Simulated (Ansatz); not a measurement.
## BaO: the change of pressure with volume per atom

Results calculated with Ansatz 0.2.0, not measured. Periodic Kohn-Sham DFT of a crystal at fixed atoms; pressure and stress are positive in compression; the energy is the free energy less that of spherical unpolarised free atoms; site moments are those in the method's own spheres, positive along +z.

Cell of the first row (space group Fm-3m, No. 225):
```
CELL_PARAMETERS angstrom
0.00000 2.69390 2.69390
2.69390 0.00000 2.69390
2.69390 2.69390 0.00000
ATOMIC_POSITIONS crystal
Ba 0.00000 0.00000 0.00000
O 0.50000 0.50000 0.50000
```

Settings of every row: method all-electron PAW; functional LDA; relativity scalar; k mesh 9x9x9; filling fermi-dirac; smearing width 0.02 eV; nucleus gaussian.

Atom start moment: 0 on all atoms.

Limits: no spin-orbit coupling on heavy atoms.

| row | volume per atom (Å³) | pressure (GPa) |
| --- | --- | --- |
| 1 | 19.549 | 2.347 |
| 2 | 19.965 | 0.409 |
| 3 | 20.381 | -1.316 |
| 4 | 20.589 | -2.107 |
| 5 | 20.797 | -2.853 |
| 6 | 21.005 | -3.557 |
| 7 | 21.213 | ? |
| 8 | 21.629 | -5.439 |
| 9 | 22.045 | -6.522 |

Question: what pressure should row 7 give?

Worked fit of pressure. Take u = (V_r/V)^(2/3) − 1 with V_r = 20.693 Å³ an atom, which is twice the finite (Eulerian) strain; such expansions in the strain, on which the Birch-Murnaghan equation of state is built, carry the rest volume and the bulk modulus. The shown rows have u = 0.03864, 0.02416, 0.01018, 0.00336, -0.00334, -0.00993, -0.02906, -0.04132. Least squares give pressure = −2.4851 + 111.332 × u + 342.89 × u² + 315 × u³ GPa; a parabola predicts inner rows, each left out in turn, worse (root mean square 0.0047 against 0.00041 GPa). All shown rows lie on it to the printed digit. The pressure vanishes at u = 0.0209, or V = 20.06 Å³ an atom, and there the bulk modulus at fixed shape and fractions is B = −V dP/dV = (2/3)(1 + u) dP/du = 85.8 GPa. The withheld row has u = -0.01641, so the fit gives −2.4851 + 111.332 × (-0.01641) + 342.89 × (-0.01641)² + 315 × (-0.01641)³ = -4.221 GPa.

The calculation gave -4.221 GPa. The fit meets it to the printed digit.
